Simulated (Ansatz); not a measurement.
# Random alloy of the diamond Si-C (dilute carbon) line, x = 0.0312 (64 atoms), relaxed: mesh and functional compared

What does this cell relax to, and how do the Kohn-Sham gap, forces and pressure change with k-mesh and functional?

Calculated with Ansatz 0.2.0: Kohn-Sham DFT, PBE, PAW (set soft_2), plane waves; cutoff 420 eV, k-mesh 2×2×2, fermi-dirac smearing of 0.025 eV.

**The cell**

The cell holds 64 atoms: 62 Si and 2 C. Its edges and angles: a = 10.820 Å, b = 10.820 Å, c = 10.820 Å, α = 90.0°, β = 90.0°, γ = 90.0°. It derives from Si and C (diamond Si-C (dilute carbon)), repeated 2×2×2. Diamond Si-C (dilute carbon): 64 atoms, 2 of 64 Si sites given to C at random, cell and internal coordinates interpolated linearly between the end members (Vegard's rule); not relaxed, displaced by a Gaussian of 0.02 Å. Lattice constants are starting values near those of PBE.

Cell and atoms were relaxed with PBE. The walk converged after 5 steps, with a largest force component of 0.00611 eV/Å; it began at an r.m.s. force component of 0.61 eV/Å. The edges went from 10.820, 10.820, 10.820 to 10.795, 10.803, 10.803 Å, and the volume from 19.794 to 19.685 Å³ an atom (-0.5 %).

The input of the reference single point:

```yaml
crystal:
  lattice:
    - [10.79544, -0.00103, -0.0019]
    - [-0.00103, 10.80286, -0.00308]
    - [-0.0019, -0.00308, 10.80291]
  atoms:
    - { symbol: Si, position: [0.99805, 0.99187, 0.00593] }
    - { symbol: Si, position: [0.12574, 0.12497, 0.12496] }
    - { symbol: Si, position: [0.99748, 0.25293, 0.24971] }
    - { symbol: Si, position: [0.12527, 0.37549, 0.37512] }
    [... 58 atom lines left out ...]
    - { symbol: Si, position: [0.75625, 0.75046, 0.49418] }
    - { symbol: Si, position: [0.87483, 0.87543, 0.6253] }
kpoints:
  mp_grid: { grid: [2, 2, 2] }
hamiltonian:
  xc: pbe
scf:
  occupations: { method: fermi_dirac, width: 0.025 }
output:
  forces: true
  stress: true
  populations: true
  dos:
    method: { smearing: { sigma: 0.08 } }
    de: 0.05
    projected: { site_lists: { C: [C], Si: [Si] } }
  eigenvalues: true
  write_density: true
  write_potential: true
  volumetric_format: npy
```

**Bonds after relaxation**

Bonds by pair of elements; cutoffs follow the first minimum of g(r), held within bounds set by covalent radii, and pairs that aren't listed don't count as bonded:

```
pair A-B  cutoff (Å)  bonds  mean length (Å)  spread (Å)  shortest (Å)  B about A  A about B
   Si-Si        2.77    120             2.36       0.025          2.34       3.87       3.87
    Si-C        2.28      8             2.00       0.003          2.00      0.129          4
```

How many atoms have how many bonded neighbours:

```
element  mean   4
      C     4   2
     Si     4  62
```

**Levels of theory**

Single points at the relaxed geometry:

| functional | k-mesh | Kohn-Sham gap (eV) | pressure (GPa) | r.m.s. force component (eV/Å) | SCF cycles | time |
| --- | --- | --- | --- | --- | --- | --- |
| PBE | 2×2×2 | 0.542 | 0.00 | 0.002 | 7 | 93 s |
| PBE | 1×1×1 | 0.529 | 0.79 | 0.014 | 8 | 11 s |
| HSE06 | 1×1×1 | 1.181 | -0.94 | 0.024 | 19 | 2.4 min |
| r2SCAN | 2×2×2 | 0.725 | -1.37 | 0.015 | 7 | 2.7 min |
| PBEsol | 2×2×2 | 0.446 | -1.89 | 0.016 | 7 | 94 s |

The gap is that between the highest filled and lowest empty Kohn-Sham level on the run's k-points. Cutoffs: 420 eV for PBE, HSE06 and PBEsol; 500 eV for r2SCAN. Times come from shared hosts and are rough.

**Findings**

The Kohn-Sham gap is 0.54 eV with PBE on the 2×2×2 mesh. On the 1×1×1 mesh HSE06 changes the gap by +0.65 eV against PBE. Carrying that shift over to the 2×2×2 mesh gives 0.54 + 0.65 = 1.19 eV, an estimate that takes the shift to be alike at all k-points. On the reference's mesh the gap changes with r2SCAN by +0.18 eV and PBEsol by -0.10 eV. Against the reference the pressure changes with r2SCAN by -1.4 GPa and PBEsol by -1.9 GPa; a negative change means that the functional would take a smaller volume.

Limits: All single points share the geometry relaxed with PBE. One random arrangement of the atoms on their sites.

[Long decimals in the printed logs are rounded to 6 places.]

[Logs are printed without paths, hosts, clocks, repeated set-up lines and the standing remarks that a program may print on its own settings, such as how far it seeks lower states.]

[Hosts, paths, dates, database ids (printed as entryN), source tags and the programs' standing remarks are cut or masked in the printed files.]

[Runs of further levels or settings that didn't converge aren't in the tables.]
